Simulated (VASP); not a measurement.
# SnO in VASP: further runs

Runs on SnO. Level: PBE+D3(BJ). Tasks: single point.

All numbers are computed with VASP 6.6.1; they aren't measurements. Logs are shortened: lines on timing, memory, paths and dates and some standing lists are left out, and cuts for length are marked.

## (1) The slab as given

The cell holds a slab with vacuum, 4 atoms: a = 3.821 Å, b = 3.821 Å, c = 30.634 Å, α = 90.00°, β = 90.00°, γ = 90.00°.

## (2) Single point, PBE+D3(BJ)

The input, INCAR:

```
PREC = Accurate ; ENCUT = 520
EDIFF = 1E-7 ; ISMEAR = 0
SIGMA = 0.02 ; LREAL = F
LASPH = T ; NELM = 100
ALGO = Fast ; ISIF = 2
LWAVE = F ; LCHARG = F
LDIPOL = T ; IDIPOL = 3
DIPOL = 0.5 0.5 0.500 ; GGA = PE
IVDW = 12 ; NBANDS = 28
```

The input, KPOINTS:

```
regular mesh
0
Gamma
  6 6 1
```

The input, POSCAR:

```
SnO
1.0
    3.8206509079      0.0000053603      0.0000000000
   -0.0000052472      3.8206509079      0.0000000000
    0.0000000000      0.0000000000     30.6344295354
Sn O
2 2
Direct
    0.9998502662      0.9998502662      0.4614165607
    0.4998491692      0.4998491692      0.5385847840
    0.9998512723      0.4998508145      0.5000006567
    0.4998508145      0.9998512723      0.5000006567
```

Potentials or basis: VASP PAW PBE potentials, release 64 (Sn_d, O).

The run is started by

```
$ cat potpaw_PBE.64/Sn_d/POTCAR potpaw_PBE.64/O/POTCAR > POTCAR
$ mpirun -np 1 vasp_std > vasp.out
```

OUTCAR:

```text
PREC = Accurate
   ENCUT = 520
   EDIFF = 1E-7
   ISMEAR = 0
   LREAL = F
   LASPH = T
   NELM = 100
   ISIF = 2
   GGA = PE
   IVDW = 12
 IVDW          = 12

 ion  position               nearest neighbor table
   1  1.000  1.000  0.461-   3 2.25   4 2.25   3 2.25   4 2.25   2 3.59   2 3.59   2 3.59   2 3.59

   2  0.500  0.500  0.539-   4 2.25   3 2.25   4 2.25   3 2.25   1 3.59   1 3.59   1 3.59   1 3.59

   3  1.000  0.500  0.500-   2 2.25   1 2.25   1 2.25   2 2.25
   4  0.500  1.000  0.500-   2 2.25   1 2.25   1 2.25   2 2.25

  LATTYP: Found a simple tetragonal cell.
 ALAT       =     3.8206509079
 C/A-ratio  =     8.0181179265

  Lattice vectors:

 A1 = (   3.8206509079,   0.0000053603,   0.0000000000)
 A2 = (  -0.0000052472,   3.8206509079,   0.0000000000)
 A3 = (   0.0000000000,   0.0000000000,  30.6344295354)

Analysis of symmetry for initial positions (statically):
=====================================================================
 Subroutine PRICEL returns:
 Original cell was already a primitive cell.

 Routine SETGRP: Setting up the symmetry group for a
 simple tetragonal supercell.

 Subroutine GETGRP returns: Found 16 space group operations
 (whereof  2 operations were pure point group operations)
 out of a pool of 16 trial point group operations.

The static configuration has the point symmetry C_1h.
 The point group associated with its full space group is D_4h.

Analysis of symmetry for dynamics (positions and initial velocities):
=====================================================================
 Subroutine PRICEL returns:
 Original cell was already a primitive cell.

 Routine SETGRP: Setting up the symmetry group for a
 simple tetragonal supercell.

 Subroutine GETGRP returns: Found 16 space group operations
 (whereof  2 operations were pure point group operations)
 out of a pool of 16 trial point group operations.

The dynamic configuration has the point symmetry C_1h.
 The point group associated with its full space group is D_4h.

 Subroutine INISYM returns: Found 16 space group operations
 (whereof  2 operations are pure point group operations),
 and found     1 'primitive' translations

----------------------------------------------------------------------------------------

                                     Primitive cell

  volume of cell :     447.1822

  direct lattice vectors                    reciprocal lattice vectors
     3.820650908  0.000005360  0.000000000     0.261735506  0.000000359  0.000000000
    -0.000005247  3.820650908  0.000000000    -0.000000367  0.261735506  0.000000000
     0.000000000  0.000000000 30.634429535     0.000000000  0.000000000  0.032643010

  length of vectors
     3.820650908  3.820650908 30.634429535     0.261735506  0.261735506  0.032643010

  position of ions in fractional coordinates (direct lattice)
     0.999850266  0.999850266  0.461416561
     0.499849169  0.499849169  0.538584784
     0.999851272  0.499850815  0.500000657
     0.499850815  0.999851272  0.500000657

  ion indices of the primitive-cell ions
   primitive index   ion index
                 1           1
                 2           2
                 3           3
                 4           4

----------------------------------------------------------------------------------------

 KPOINTS: regular mesh

Automatic generation of k-mesh.
 Grid dimensions read from file:
 generate k-points for:    6    6    1

 Generating k-lattice:

  Cartesian coordinates                     Fractional coordinates (reciprocal lattice)
     0.043622584  0.000000060  0.000000000     0.166666667 -0.000000000  0.000000000
    -0.000000061  0.043622584  0.000000000     0.000000000  0.166666667  0.000000000
     0.000000000  0.000000000  0.032643010     0.000000000  0.000000000  1.000000000

  Length of vectors
     0.043622584  0.043622584  0.032643010

  Shift w.r.t. Gamma in fractional coordinates (k-lattice)
     0.000000000  0.000000000  0.000000000

 Subroutine IBZKPT returns following result:
 ===========================================

 Found     10 irreducible k-points:

 Following reciprocal coordinates:
            Coordinates               Weight
  0.000000  0.000000  0.000000      1.000000
  0.166667  0.000000  0.000000      4.000000
  0.333333  0.000000  0.000000      4.000000
  0.500000  0.000000  0.000000      2.000000
  0.166667  0.166667  0.000000      4.000000
  0.333333  0.166667  0.000000      8.000000
  0.500000  0.166667  0.000000      4.000000
  0.333333  0.333333  0.000000      4.000000
  0.500000  0.333333  0.000000      4.000000
  0.500000  0.500000  0.000000      1.000000
   k-points           NKPTS =     10   k-points in BZ     NKDIM =     10   number of bands    NBANDS=     28
   number of dos      NEDOS =    301   number of ions     NIONS =      4
   total plane-waves  NPLWV = 188160
   dimension x,y,z NGX =    28 NGY =   28 NGZ =  240
   dimension x,y,z NGXF=    56 NGYF=   56 NGZF=  480
   ions per type =               2   2
   NGX,Y,Z   is equivalent  to a cutoff of  12.18, 12.18, 13.02 a.u.
   NGXF,Y,Z  is equivalent  to a cutoff of  24.37, 24.37, 26.05 a.u.
 SYSTEM =  unknown system
   PREC   = accura    normal or accurate (medium, high low for compatibility)
   ISTART =      0    job   : 0-new  1-cont  2-samecut
   ICHARG =      2    charge: 1-file 2-atom 10-const
   ISPIN  =      1    spin polarized calculation?
   LNONCOLLINEAR =      F non collinear calculations
   LSORBIT =      F    spin-orbit coupling
   LASPH  =      T    aspherical Exc in radial PAW
   ENCUT  =  520.0 eV  38.22 Ry    6.18 a.u.   7.10  7.10 56.96*2*pi/ulx,y,z
   NELM   =    100;   NELMIN=  2; NELMDL= -5     # of ELM steps
   EDIFF  = 0.1E-06   stopping-criterion for ELM
   LREAL  =      F    real-space projection
   EDIFFG = 0.1E-05   stopping-criterion for IOM
   NSW    =      0    number of steps for IOM
   IBRION =     -1    ionic relax: 0-MD 1-quasi-New 2-CG
   NFREE  =      0    steps in history (QN), initial steepest desc. (CG)
   ISIF   =      2    stress and relaxation
   ISYM   =      2    0-nonsym 1-usesym 2-fastsym
   POTIM  = 0.5000    time-step for ionic-motion
   TEBEG  =    0.0;   TEEND  =   0.0 temperature during run
   PSTRESS=    0.0 pullay stress
   NELECT =      40.0000    total number of electrons
   NUPDOWN=      -1.0000    fix difference up-down
   EMIN   =  10.00;   EMAX   =-10.00  energy-range for DOS
   EFERMI =   0.00;   METHOD = LEGACY
   ISMEAR =     0;   SIGMA  =   0.02  broadening in eV -4-tet -1-fermi 0-gaus
   EFERMI_NEDOS =   21; number of points for ismear=-14 and -15
   IALGO  =     68    algorithm
   IMIX   =      4    mixing-type and parameters
     AMIX     =   0.40;   BMIX     =  1.00
     AMIX_MAG =   1.60;   BMIX_MAG =  1.00
  volume/ion in A,a.u.               =     111.80       754.43
  Fermi-wavevector in a.u.,A,eV,Ry     =   0.732150  1.383563  7.293314  0.536043
  Thomas-Fermi vector in A             =   1.824542
   LORBIT       =      0    0 simple, 1 ext, 2 COOP (PROOUT), +10 PAW based schemes
   GGA     = PE    functional components
   LHFCALC =     F    Hartree Fock is set to
   AEXX    =    0.0000 exact exchange contribution
   IVDW    =    12    specifies the selected vdW correction
   LEPSILON=     F    determine dielectric tensor
   LRPA    =     F    only Hartree local field effects (RPA)
 non-spin polarized calculation
 RMM-DIIS sequential band-by-band and
 Gauss-broadening in eV      SIGMA  =   0.02
  energy-cutoff  :      520.00
  volume of cell :      447.18
 maximum number of plane-waves:     12070
   NGX = 15   NGY = 15   NGZ =113

 dipolmoment           0.000000      0.000000     -0.000000 electrons x Angstroem

 number of electron      39.9999978 magnetization

 dipolmoment           0.000000      0.000000      0.000005 electrons x Angstroem

 Free energy of the ion-electron system (eV)
  ---------------------------------------------------
  ext. energy  EPLUGINS =         0.00000000
  ---------------------------------------------------
  free energy    TOTEN  =       -22.57827472 eV

  energy without entropy =      -22.57827472  energy(sigma->0) =      -22.57827472

 E-fermi :  -3.4445     XC(G=0):  -2.0858

 val. band max:       -3.6085866306   @ k =   0.1667   0.1667   0.0000
 cond. band min:      -0.5168399420   @ k =   0.0000   0.0000   0.0000
 fundamental gap:      3.0917466885
 Fermi energy:        -3.4444807710

 k-point     1 :       0.0000    0.0000    0.0000
  band No.  band energies     occupation
      1     -24.1915      2.00000
      2     -23.8321      2.00000
      3     -23.7939      2.00000
      4     -23.7939      2.00000
      5     -23.7789      2.00000
      6     -23.7487      2.00000
[... 20 lines left out ...]
     27       2.0103      0.00000
     28       2.2476      0.00000

 k-point     2 :       0.1667    0.0000    0.0000
  band No.  band energies     occupation
      1     -24.1794      2.00000
      2     -23.8391      2.00000
      3     -23.7963      2.00000
      4     -23.7926      2.00000
      5     -23.7880      2.00000
      6     -23.7847      2.00000
[... 20 lines left out ...]
     27       2.2948      0.00000
     28       2.4358      0.00000

 k-point     3 :       0.3333    0.0000    0.0000
  band No.  band energies     occupation
      1     -24.1455      2.00000
      2     -23.9684      2.00000
      3     -23.8015      2.00000
      4     -23.7960      2.00000
      5     -23.7871      2.00000
      6     -23.7856      2.00000
[... 20 lines left out ...]
     27       2.8996      0.00000
     28       3.1699      0.00000

 k-point     4 :       0.5000    0.0000    0.0000
  band No.  band energies     occupation
      1     -24.0810      2.00000
      2     -24.0810      2.00000
      3     -23.8029      2.00000
      4     -23.8028      2.00000
      5     -23.7810      2.00000
      6     -23.7810      2.00000
[... 20 lines left out ...]
     27       3.9383      0.00000
     28       3.9431      0.00000

 k-point     5 :       0.1667    0.1667    0.0000
  band No.  band energies     occupation
      1     -24.1699      2.00000
      2     -23.8744      2.00000
      3     -23.8151      2.00000
      4     -23.7968      2.00000
      5     -23.7926      2.00000
      6     -23.7791      2.00000
[... 20 lines left out ...]
     27       2.3060      0.00000
     28       2.9041      0.00000

 k-point     6 :       0.3333    0.1667    0.0000
  band No.  band energies     occupation
      1     -24.1435      2.00000
      2     -23.9953      2.00000
      3     -23.7991      2.00000
      4     -23.7987      2.00000
      5     -23.7879      2.00000
      6     -23.7835      2.00000
[... 20 lines left out ...]
     27       3.1341      0.00000
     28       3.1711      0.00000

 k-point     7 :       0.5000    0.1667    0.0000
  band No.  band energies     occupation
      1     -24.0910      2.00000
      2     -24.0909      2.00000
      3     -23.8005      2.00000
      4     -23.8005      2.00000
      5     -23.7811      2.00000
      6     -23.7811      2.00000
[... 20 lines left out ...]
     27       4.2756      0.00000
     28       4.2816      0.00000

 k-point     8 :       0.3333    0.3333    0.0000
  band No.  band energies     occupation
      1     -24.1386      2.00000
      2     -24.0616      2.00000
      3     -23.7959      2.00000
      4     -23.7921      2.00000
      5     -23.7822      2.00000
      6     -23.7801      2.00000
[... 20 lines left out ...]
     27       4.1183      0.00000
     28       4.3153      0.00000

 k-point     9 :       0.5000    0.3333    0.0000
  band No.  band energies     occupation
      1     -24.1166      2.00000
      2     -24.1166      2.00000
      3     -23.7973      2.00000
      4     -23.7971      2.00000
      5     -23.7721      2.00000
      6     -23.7719      2.00000
[... 20 lines left out ...]
     27       3.9835      0.00000
     28       3.9836      0.00000

 k-point    10 :       0.5000    0.5000    0.0000
  band No.  band energies     occupation
      1     -24.1312      2.00000
      2     -24.1312      2.00000
      3     -23.7996      2.00000
      4     -23.7994      2.00000
      5     -23.7618      2.00000
      6     -23.7616      2.00000
[... 20 lines left out ...]
     27       3.9047      0.00000
     28       3.9047      0.00000

------------------------ aborting loop because EDIFF is reached ----------------------------------------

 vacuum level on the upper side and lower side of the slab       (xc-potential included)        -0.006        -0.006

 Edisp (eV)   -0.54838

 E8    (eV) :    -0.2480

  FORCE on cell =-STRESS in cart. coord.  units (eV):
  Direction    XX          YY          ZZ          XY          YZ          ZX
  --------------------------------------------------------------------------------------
  -------------------------------------------------------------------------------------
  Total       0.08385     0.08385     0.13675     0.00000     0.00000    -0.00000
  in kB       0.30040     0.30040     0.48994     0.00000     0.00000    -0.00000
  external pressure =        0.36 kB  Pullay stress =        0.00 kB

 VOLUME and BASIS-vectors are now :
 -----------------------------------------------------------------------------
  energy-cutoff  :      520.00
  volume of cell :      447.18
      direct lattice vectors                 reciprocal lattice vectors
     3.820650908  0.000005360  0.000000000     0.261735506  0.000000359  0.000000000
    -0.000005247  3.820650908  0.000000000    -0.000000367  0.261735506  0.000000000
     0.000000000  0.000000000 30.634429535     0.000000000  0.000000000  0.032643010

 POSITION                                       TOTAL-FORCE (eV/Angst)
 -----------------------------------------------------------------------------------
      3.82007      3.82008     14.13523         0.000000      0.000000     -0.085863
      1.90975      1.90975     16.49924         0.000000      0.000000      0.085863
      3.82008      1.90976     15.31723         0.000000     -0.000000      0.000000
      1.90975      3.82009     15.31723        -0.000000     -0.000000      0.000000
 -----------------------------------------------------------------------------------
    total drift:                               -0.004596     -0.004596     -0.007537

  FREE ENERGIE OF THE ION-ELECTRON SYSTEM (eV)
  ---------------------------------------------------
  free  energy   TOTEN  =       -23.1266535139 eV

  energy  without entropy=      -23.1266535139  energy(sigma->0) =      -23.12665351

 vacuum level on the upper side and lower side of the slab         1.783         1.783
```

It took 4.2 min on 1 thread of Intel Xeon Platinum 8488C (Sapphire Rapids), shared host; peak memory 0.48 GiB.

What came out:

```yaml
Free_energy: -23.1267 eV
Largest_force: 0.086 eV/Å
Band_gap_on_the_k_mesh: 3.09 eV, indirect (least direct gap 3.14 eV)
Dispersion_energy_per_atom: -0.137 eV
```

Forces on the atoms (eV/Å):
```
Sn   0.000  0.000 -0.086
Sn   0.000  0.000  0.086
O    0.000  0.000  0.000
O    0.000  0.000  0.000
```

Levels at points of the mesh, in eV from the valence-band top:
```tsv
k point	band 16	band 17	band 18	band 19	band 20	band 21	band 22	band 23	band 24	band 25
(0.00, 0.00, 0.00)	-3.71	-2.08	-1.67	-1.67	-0.05	3.09	3.16	5.22	5.29	5.58
(0.50, 0.00, 0.00)	-3.70	-3.30	-3.30	-0.52	-0.52	3.21	3.21	5.79	5.79	7.27
(0.50, 0.50, 0.00)	-3.86	-1.03	-1.03	-0.67	-0.67	3.12	3.12	5.23	5.23	6.56
```

Caveat: spin-orbit coupling is left out, which moves the levels of the heavy elements.

## (3) Single point, PBE+D3(BJ)

This run uses another cell than the first one, of 112.70 Å³/atom, 1.008 times its volume.

The input, INCAR:

```
SYSTEM = SnO
ALGO = Fast
DIPOL = 0.5 0.5 0.500
EDIFF = 1E-6
ENCUT = 520
GGA = PE
IDIPOL = 3
ISIF = 2
ISMEAR = 0
IVDW = 12
LASPH = .True.
LCHARG = .False.
LDIPOL = .True.
LREAL = .False.
LWAVE = .False.
NBANDS = 28
NELM = 100
PREC = Accurate
SIGMA = 0.02
```

The input, KPOINTS:

```
k-points
0
Gamma
  6 6 1
  0 0 0
```

The input, POSCAR:

```
SnO
1.0
    3.8360582929      0.0000000000      0.0000000000
   -0.0000106503      3.8360582929      0.0000000000
    0.0000000000      0.0000000000     30.6344295354
Sn O
2 2
Direct
    0.9998902507      0.9998902507      0.4621795672
    0.4998729550      0.4998729550      0.5378204328
    0.9998236762      0.4998146403      0.5000013290
    0.4998146403      0.9998236762      0.5000013290
```

Potentials or basis: VASP PAW PBE potentials, release 64 (Sn_d, O).

The run is started by

```
$ cat potpaw_PBE.64/Sn_d/POTCAR potpaw_PBE.64/O/POTCAR > POTCAR
$ mpirun -np 1 vasp_std > vasp.out
```

It took 5.5 min on 1 thread of Intel Xeon Platinum 8488C (Sapphire Rapids), shared host; peak memory 0.53 GiB.

The run converged. Its results:

| Item | Value |
| --- | --- |
| Free energy | -23.1168 eV |
| Largest force | 0.418 eV/Å |
| Band gap on the k mesh | 2.97 eV, indirect (least direct gap 3.01 eV) |
| Dispersion energy per atom | -0.136 eV |

Forces in eV/Å, atoms in the order of the input:
```
Sn  -0.001 -0.001 -0.417
Sn  -0.001 -0.001  0.418
O    0.001  0.001 -0.001
O    0.001  0.001 -0.001
```

Levels at points of the mesh, in eV from the valence-band top:
| k point | band 17 | band 18 | band 19 | band 20 | band 21 | band 22 | band 23 | band 24 |
| --- | --- | --- | --- | --- | --- | --- | --- | --- |
| (0.00, 0.00, 0.00) | -2.17 | -1.86 | -1.86 | -0.04 | 2.97 | 3.00 | 5.18 | 5.23 |
| (0.50, 0.00, 0.00) | -3.47 | -3.47 | -0.53 | -0.53 | 3.23 | 3.23 | 5.69 | 5.69 |
| (0.50, 0.50, 0.00) | -1.21 | -1.21 | -0.68 | -0.68 | 3.13 | 3.13 | 5.25 | 5.25 |

Caveat: spin-orbit coupling is left out, which moves the levels of the heavy elements. A hybrid or GW would open this gap; PBE tends to underestimate it.
